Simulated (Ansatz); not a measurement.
# Electric field gradients in SiO$_{2}$

```
Si O
1.0
     2.69843    0.00000    0.00000
    -1.34921    2.33691    0.00000
     0.00000    0.00000    5.53057
Si O
1 2
Direct
  0.00000 0.00000 0.00000
  0.33333 0.66667 0.16556
  0.66667 0.33333 0.83444
```

Atom numbers follow the list: Si1, O2, O3.

Conventional cell: a = 2.698 Å, b = 2.698 Å, c = 5.531 Å, α = 90.00°, β = 90.00°, γ = 120.00°. Si (atom 1) has 6 O at 1.81 Å as nearest neighbours. O (atom 2) has 3 Si at 1.81 Å as nearest neighbours.

The cell was built from the CdI2 type and relaxed in the same program, and has space group P-3m1; it needn't be a known or the stable phase.

Methods: DFT, PBE, all-electron PAW with datasets made for the crystal, scalar-relativistic (Ansatz 0.2.0); DFT, PBE, PAW with Ansatz's default frozen-core files, scalar-relativistic (Ansatz 0.2.0).

For the crystal-made all-electron datasets (AE datasets): a Γ-centred 16×16×9 k mesh, Fermi–Dirac smearing of 0.03 eV, cutoff 420 eV (chosen by the program for this cell), no spin polarisation. PAW takes a cutoff of 420 eV at this cell. The Ansatz runs share mesh, smearing and spin set-up.

Vzz is the principal value of largest size of the traceless field-gradient tensor, in 10²¹ V/m², and η = (Vxx − Vyy)/Vzz with |Vzz| ≥ |Vyy| ≥ |Vxx|.

**Question.** Give the field gradient at each independent site.

**Answer.** 
```
site  site symmetry  Vzz (η), AE datasets      Vzz (η), PAW
 Si1           -3m.       1.45 (η = 0.00)   1.55 (η = 0.00)
  O2            3m.      -6.47 (η = 0.00)  -6.54 (η = 0.00)
```

**Question.** Taking Q(O-17) = -0.0256 b, what quadrupole coupling constant follows at O2 from AE datasets?

**Answer.** Cq = eQVzz/h = 24.180 MHz × -0.0256 × (-6.47) = 4 MHz.
